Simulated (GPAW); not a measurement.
## A GW chain in GPAW: F (C2/m)

Wanted: ground state, empty states, screening and self-energy for F (C2/m).

Program: GPAW 26.7.0. Level of theory: LDA and many-body steps on it, plane waves. Results are calculated unless marked as measured.

Report form: the programs' logs are mostly left out.

**1. The structure**

It takes space group C2/m (No. 12, monoclinic). Conventional cell: a = 5.301 Å, b = 3.035 Å, c = 7.047 Å, α = 90.00°, β = 107.37°, γ = 90.00°. Nearest to F lie 1 F at 1.41 Å. Nearest to F lie 1 F at 1.41 Å.

The cell and positions are those that the Materials Project relaxed with its own functionals (PBE, PBE+U or r2SCAN), kept fixed.

**2. Ground state**

This step: GPAW 26.7.0; DFT, LDA, plane waves, PAW.

The ground-state density comes first.

run.py reads:

```python
import json
import numpy as np
from gpaw.mpi import world
from ase import Atoms
from gpaw import GPAW, PW, FermiDirac

atoms = Atoms(['F', 'F', 'F', 'F'],
    cell=[[2.6504942725, -1.5173207734, 0.0000000000],
      [2.6504942725, 1.5173207734, 0.0000000000],
      [-2.1034238926, 0.0000000000, 6.7261075073]],
    scaled_positions=[[0.5044951300, 0.5044951300, 0.4008501100],
      [0.0853581600, 0.0853581600, 0.0986032600],
      [0.4955048700, 0.4955048700, 0.5991498900],
      [0.9146418400, 0.9146418400, 0.9013967400]],
    pbc=(True, True, True))
calc = GPAW(mode=PW(600),
    xc='LDA',
    kpts={'size': (10, 10, 4), 'gamma': True},
    occupations=FermiDirac(0.001),
    nbands=-8,
    convergence={'density': 1e-6, 'bands': -3},
    maxiter=100,
    txt='gs.txt')
atoms.calc = calc
res = {'energy': atoms.get_potential_energy()}
kpts = calc.get_ibz_k_points()
res['kpts'] = kpts
res['eigenvalues'] = [calc.get_eigenvalues(kpt=k) for k in range(len(kpts))]
res['n_electrons'] = calc.get_number_of_electrons()
calc.write('gs.gpw')

if world.rank == 0:
    with open('result.json', 'w') as f:
        json.dump(res, f, default=lambda x: x.tolist())
```

Run with:

```console
> mpirun -n 4 gpaw python run.py
```

Elapsed: 24 s, on 4 MPI ranks of Arm Neoverse V1, shared host; peak memory 0.72 GiB.

This step gave:

- total energy: -8.503 eV
- gap: 2.329 eV
- k of the valence top: 0.5, 0.5, 0
- k of the conduction bottom: 0, 0, 0
- least direct gap: 2.405 eV

The gap is indirect, with the least direct gap 0.08 eV higher.

**3. Bands along the symmetry lines**

Levels along a band path, at the cheap level, show where the edges lie and whether the meshes to come will hold them.

run.py reads:

```python
import json
import numpy as np
from gpaw.mpi import world
from gpaw import GPAW

path = [[0.000000, 0.000000, 0.000000],
    [-0.042493, 0.042493, 0.000000],
    [-0.084986, 0.084986, 0.000000],
    [-0.127478, 0.127478, 0.000000],
    [-0.169971, 0.169971, 0.000000],
    [-0.212464, 0.212464, 0.000000],
    [-0.254957, 0.254957, 0.000000],
    [-0.297449, 0.297449, 0.000000],
    [-0.339942, 0.339942, -0.000000],
    [-0.660058, -0.339942, 0.000000],
    [-0.640051, -0.359949, 0.000000],
    [-0.620043, -0.379957, 0.000000],
    [-0.600036, -0.399964, 0.000000],
    [-0.580029, -0.419971, 0.000000],
    [-0.560022, -0.439978, 0.000000],
    [-0.540014, -0.459986, 0.000000],
    [-0.520007, -0.479993, 0.000000],
    [-0.500000, -0.500000, 0.000000],
    [-0.437500, -0.437500, 0.000000],
    [-0.375000, -0.375000, 0.000000],
    [-0.312500, -0.312500, 0.000000],
    [-0.250000, -0.250000, 0.000000],
    [-0.187500, -0.187500, 0.000000],
    [-0.125000, -0.125000, 0.000000],
    [-0.062500, -0.062500, 0.000000],
    [0.000000, 0.000000, 0.000000],
    [-0.062500, -0.062500, 0.062500],
    [-0.125000, -0.125000, 0.125000],
    [-0.187500, -0.187500, 0.187500],
    [-0.250000, -0.250000, 0.250000],
    [-0.312500, -0.312500, 0.312500],
    [-0.375000, -0.375000, 0.375000],
    [-0.437500, -0.437500, 0.437500],
    [-0.500000, -0.500000, 0.500000],
    [-0.522531, -0.477469, 0.500000],
    [-0.545063, -0.454937, 0.500000],
    [-0.567594, -0.432406, 0.500000],
    [-0.590125, -0.409875, 0.500000],
    [-0.612657, -0.387343, 0.500000],
    [-0.635188, -0.364812, 0.500000],
    [-0.657719, -0.342281, 0.500000],
    [-0.680251, -0.319749, 0.500000],
    [-0.319749, 0.319749, 0.500000],
    [-0.279781, 0.279781, 0.500000],
    [-0.239812, 0.239812, 0.500000],
    [-0.199843, 0.199843, 0.500000],
    [-0.159875, 0.159875, 0.500000],
    [-0.119906, 0.119906, 0.500000],
    [-0.079937, 0.079937, 0.500000],
    [-0.039969, 0.039969, 0.500000],
    [0.000000, 0.000000, 0.500000],
    [0.000000, 0.000000, 0.437500],
    [0.000000, 0.000000, 0.375000],
    [0.000000, 0.000000, 0.312500],
    [0.000000, 0.000000, 0.250000],
    [0.000000, 0.000000, 0.187500],
    [0.000000, 0.000000, 0.125000],
    [0.000000, 0.000000, 0.062500],
    [0.000000, 0.000000, 0.000000],
    [-0.500000, 0.000000, 0.500000],
    [-0.437500, 0.000000, 0.437500],
    [-0.375000, 0.000000, 0.375000],
    [-0.312500, 0.000000, 0.312500],
    [-0.250000, 0.000000, 0.250000],
    [-0.187500, 0.000000, 0.187500],
    [-0.125000, 0.000000, 0.125000],
    [-0.062500, 0.000000, 0.062500],
    [0.000000, 0.000000, 0.000000],
    [-0.062500, 0.000000, 0.000000],
    [-0.125000, 0.000000, 0.000000],
    [-0.187500, 0.000000, 0.000000],
    [-0.250000, 0.000000, 0.000000],
    [-0.312500, 0.000000, 0.000000],
    [-0.375000, 0.000000, 0.000000],
    [-0.437500, 0.000000, 0.000000],
    [-0.500000, 0.000000, -0.000000]]
calc = GPAW('gs.gpw').fixed_density(kpts=path,
    symmetry='off',
    nbands=24,
    convergence={'bands': 20},
    txt='bands.txt')
res = {}
kpts = calc.get_ibz_k_points()
res['kpts'] = kpts
res['eigenvalues'] = [calc.get_eigenvalues(kpt=k) for k in range(len(kpts))]
res['n_electrons'] = calc.get_number_of_electrons()

if world.rank == 0:
    with open('result.json', 'w') as f:
        json.dump(res, f, default=lambda x: x.tolist())
```

Run with:

```console
> mpirun -n 4 gpaw python run.py
```

The job ended after 15 s (4 MPI ranks; peak memory 0.74 GiB; 59 s of CPU time).

This step gave:

| Item | Value |
| --- | --- |
| gap | 2.329 eV |
| k of the valence top | -0.5, -0.5, 0 |
| k of the conduction bottom | 0, 0, 0 |
| least direct gap | 2.405 eV |

The gap is 2.329 eV, as in the run before at this level.

The electronic bands at the labelled points (eV, zero at the top of the highest filled band):

```tsv
point	band 11	band 12	band 13	band 14	band 15	band 16	band 17	band 18
Γ	-0.47	-0.25	-0.23	-0.08	2.33	3.58	9.16	11.35
halfway	-0.68	-0.56	-0.46	-0.27	2.66	3.46	11.44	13.68
C	-0.81	-0.64	-0.43	-0.40	3.00	3.16	14.58	14.98
jump to C2	-0.81	-0.64	-0.43	-0.40	3.00	3.16	14.58	14.98
halfway	-0.75	-0.57	-0.48	-0.14	3.01	3.08	14.27	14.70
Y2	-0.80	-0.51	-0.45	0.00	2.96	3.10	13.92	14.59
halfway	-0.62	-0.44	-0.34	-0.04	2.69	3.35	10.92	12.36
Γ	-0.47	-0.25	-0.23	-0.08	2.33	3.58	9.16	11.35
halfway	-0.60	-0.50	-0.24	-0.12	2.61	3.44	10.81	12.93
M2	-0.83	-0.72	-0.24	-0.19	3.06	3.12	13.88	14.15
halfway	-0.78	-0.75	-0.34	-0.30	3.06	3.13	14.29	14.49
D	-0.90	-0.69	-0.55	-0.28	3.06	3.14	14.67	14.80
jump to D2	-0.90	-0.69	-0.55	-0.28	3.06	3.14	14.67	14.80
halfway	-0.75	-0.54	-0.43	-0.18	3.01	3.09	11.94	11.95
A	-0.42	-0.35	-0.18	-0.13	2.91	2.98	9.99	10.04
halfway	-0.45	-0.29	-0.21	-0.10	2.51	3.39	9.40	10.80
Γ	-0.47	-0.25	-0.23	-0.08	2.33	3.58	9.16	11.35
jump to L2	-1.04	-0.63	-0.51	-0.16	2.82	3.32	14.24	14.43
halfway	-0.62	-0.48	-0.41	-0.20	2.61	3.45	10.95	12.68
Γ	-0.47	-0.25	-0.23	-0.08	2.33	3.58	9.16	11.35
halfway	-0.56	-0.50	-0.41	-0.29	2.64	3.45	10.89	12.90
V2	-0.85	-0.81	-0.45	-0.36	3.07	3.15	14.07	14.21
```

**4. Empty states on the mesh, 4×4×2 mesh, 192 bands**

The sums over transitions need many empty states on a uniform mesh; this step solves for them.

run.py reads:

```python
import json
import numpy as np
from gpaw.mpi import world
from gpaw import GPAW

calc = GPAW('gs.gpw').fixed_density(kpts={'size': (4, 4, 2), 'gamma': True},
    parallel={'domain': 1, 'band': 1},
    txt='nscf.txt')
calc.diagonalize_full_hamiltonian(nbands=192)
calc.write('full.gpw', mode='all')
res = {}
kpts = calc.get_ibz_k_points()
res['kpts'] = kpts
res['eigenvalues'] = [calc.get_eigenvalues(kpt=k) for k in range(len(kpts))]
res['n_electrons'] = calc.get_number_of_electrons()

if world.rank == 0:
    with open('result.json', 'w') as f:
        json.dump(res, f, default=lambda x: x.tolist())
```

Run with:

```console
> mpirun -n 4 gpaw python run.py
```

Wall time 31 s (4 MPI ranks); peak memory 1.7 GiB.

This step gave:

```yaml
gap: 2.329 eV
k_of_the_valence_top: 0.5, 0.5, 0
k_of_the_conduction_bottom: 0, 0, 0
least_direct_gap: 2.405 eV
k_points_computed: 14
lowest_point_of_the_top_converged_band_above_the_valence_top: 126.1263 eV
```

On this mesh the gap is 2.329 eV.

**5. Screening and self-energy, 4×4×2 mesh, 84 bands, screening to 78 eV**

G0W0 replaces the xc potential by the self-energy, built once from these orbitals. Only a window of levels is corrected, while the sums run over the empty bands that the input names.

This step: G0W0 on LDA, plane waves, PAW.

run.py reads:

```python
import json
import numpy as np
from gpaw.mpi import world
from gpaw.response.g0w0 import G0W0

gw = G0W0('full.gpw',
    filename='gw',
    kpts=[0, 12],
    bands=(12, 16),
    ecut=78,
    nbands=84,
    integrate_gamma='WS',
    ppa=True)
gw.calculate()
res = {mode: {k: v for k, v in r.items() if k != 'sigma_eskwn'}
       for mode, r in gw.all_results.items()}

if world.rank == 0:
    with open('result.json', 'w') as f:
        json.dump(res, f, default=lambda x: x.tolist())
```

Run with:

```console
> mpirun -n 4 gpaw python run.py
```

The job ended after 27 s (4 MPI ranks; peak memory 0.88 GiB; 1.8 min of CPU time).

This step gave:

```yaml
g0w0_gap_on_the_points_computed: 8.895 eV
least_direct_g0w0_gap_on_the_computed_points: 8.971 eV
z_at_the_valence_top: 0.8069
z_at_the_conduction_bottom: 0.8228
starting_gap_on_the_mesh: 2.329 eV
k_of_the_valence_top: 0.5, 0.5, 0
k_of_the_conduction_bottom: 0, 0, 0
```

The gap on the mesh goes from 2.33 eV to 8.90 eV, a correction of +6.57 eV.

Limits: finite bands, cutoff and mesh; coarse k mesh. v1 is the top filled band, c1 the lowest empty one. The levels before and after the correction (eV, zero at the valence-band top of each column):

```tsv
	conduction bottom	valence top
Kohn-Sham	2.33	0.00
G0W0	8.90	0.00
```

```tsv
	level	energy (eV)
Kohn-Sham	Γ v2	-0.232
Kohn-Sham	Γ v1	-0.076
Kohn-Sham	Γ c1	2.329
Kohn-Sham	Γ c2	3.582
Kohn-Sham	(0.5 0.5 0) v2	-0.451
Kohn-Sham	(0.5 0.5 0) v1	0.000
Kohn-Sham	(0.5 0.5 0) c1	2.963
Kohn-Sham	(0.5 0.5 0) c2	3.097
G0W0	Γ v2	-0.274
G0W0	Γ v1	-0.076
G0W0	Γ c1	8.895
G0W0	Γ c2	10.687
G0W0	(0.5 0.5 0) v2	-0.519
G0W0	(0.5 0.5 0) v1	0.000
G0W0	(0.5 0.5 0) c1	9.833
G0W0	(0.5 0.5 0) c2	10.024
```

**6. Where the time went**

Times are wall times on 4 MPI ranks of Arm Neoverse V1, shared host, good to a factor of about two.

```tsv
step	time	share	memory (GiB)
ground state	24 s	25 %	0.72
bands along the symmetry lines	15 s	15 %	0.74
empty states on the mesh	31 s	32 %	1.7
screening and self-energy	27 s	28 %	0.88
```

**7. Results**

```yaml
lda_gap: 2.33 eV, indirect
g0w0_gap_on_the_mesh: 8.90 eV
gw_settings: 4×4×2 mesh, 84 bands, screening to 78 eV, Godby-Needs plasmon pole
known_limits: not at the basis limit; coarse k mesh
```

What this shows: G0W0 moves the gap on the mesh from 2.33 eV to 8.90 eV (+6.57 eV), with Z of 0.81 and 0.82 at the edges. Only 2 of the mesh's irreducible points were corrected, so a valley elsewhere could overtake. Bands and cutoff are finite, so the gap is not at the basis limit. The miss can reach some tenths of an eV and take either sign; the mesh is an error of its own. These stock PAW sets were not made for GW. In the G0W0 run levels were corrected at 2 k points alone, so a gap called «on the mesh» is the least over those, and an edge elsewhere would be missed. The 4×4×2 mesh is coarse for this cell, which bears on the long-range parts of exchange and screening.

[Paths, hosts, dates, memory and timing lines, banners, echoed tables and standing remarks are left out of the program output.]

[Logs are printed without paths, hosts, clocks, repeated set-up lines and the standing remarks that a program may print on its own settings, such as how far it seeks lower states.]

[Runs of the session that timed out or met a known fault of the program may be left out.]

[Hosts, paths, dates, database ids (printed as entryN), source tags and the programs' standing remarks are cut or masked in the printed files.]
